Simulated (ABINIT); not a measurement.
Runs of ABINIT 10.8.3 (patched build) on TePb. The structure is cubic, space group Pm-3m (No. 221). The conventional cell has a = 4.002 Å, b = 4.002 Å, c = 4.002 Å, α = 90.00°, β = 90.00°, γ = 90.00°. Around Pb (site symmetry m-3m) lie 8 Te at 3.47 Å. Te (site symmetry m-3m) has 8 Pb at 3.47 Å as nearest neighbours. Measurements of this composition are mostly on another form, of space group No. 225.

| share of exact exchange | gap on the mesh (eV) | pressure (GPa) |
| --- | --- | --- |
| 0.25 | 1.24 | -1.8 |
| 0.15 | 1.05 | (b) |
| 0.5 | 1.76 | -4.5 |
| 0.05 | (c) | 0.4 |
| 0.35 | (a) | -2.9 |

Alike in all rows: task single point; level HSE06; potentials or basis SG15 NC PBE v1.2; no spin polarisation; cell as given; k mesh 3 × 3 × 3; cutoff (eV) 707; smearing fermi-dirac 0.05 eV; the mesh is coarse, so values aren't converged.

Task: Fill in the values left out.

Result: (a) 1.44; (b) -0.7; (c) 0.86.

Caveats: all runs use coarse meshes; exact exchange is summed on a coarse mesh, which widens gaps by tenths of an eV; Libxc's HSE differs a little from that of other programs; the potentials were made for another functional, which shifts forces and pressure; spin-orbit coupling is left out, which as a rule narrows the gap of such compounds by several tenths of an eV; an odd mesh through Γ misses points on the zone boundary, where band edges often lie.

A k mesh can miss the band edges, and the runs leave out spin-orbit coupling on Pb, Te.
